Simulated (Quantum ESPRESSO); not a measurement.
# Ge under changes of volume

One of the cells (22.639 Å³/atom); the others are scaled copies at fixed shape and fractional positions:

```
Ge
1.0
     0.00000    2.82891    2.82891
     2.82891    0.00000    2.82891
     2.82891    2.82891    0.00000
Ge
2
Direct
  0.75000 0.75000 0.75000
  0.50000 0.50000 0.50000
```

```yaml
Program: Quantum ESPRESSO 7.5
Functional: r2SCAN
Potentials_or_basis: SG15 PBE 1.2
Cutoff: 952 eV
Density_cutoff: 3810 eV
k_mesh: 6 × 6 × 6
Occupations: fermi-dirac, width 0.05 eV
Spin: no spin polarisation
```

| volume (Å³/atom) | energy over the lowest point (meV/atom) | pressure (GPa) | gap on the mesh (eV) |
| --- | --- | --- | --- |
| 21.281 | 9.09 | 3.4 | 0.41 |
| 21.733 | 2.21 | 1.6 | 0.21 |
| 22.186 | 0.00 | 0.1 | none |
| 22.639 | 1.69 | -1.3 | none |
| 23.092 | 7.32 | -2.6 | none |
| 23.545 | ? | ? | ? |
| 23.997 | 28.76 | -4.8 | none |

Task: What does the run at 23.545 Å³/atom give?

Result: Energy over the lowest point 16.49 meV/atom; pressure -3.8 GPa; gap on the mesh none.

Worked out: A Birch-Murnaghan fit of order 3 (a polynomial in V^(-2/3)) to the other rows has its minimum at 22.21 Å³/atom with B0 = V·E''(V) = 71 GPa and B' = 3.0. It gives 16.44 meV/atom at 23.545 Å³/atom, against the run's 16.49, and -dE/dV = -3.8 GPa, against -3.8.

Energies are extrapolated to zero smearing.

Caveats: the potentials were made for another functional, which shifts forces and pressure.

A mesh can miss the band edges. Spin-orbit coupling on Ge is left out.

A gap of «none» marks a metal or a gap under the smearing width.
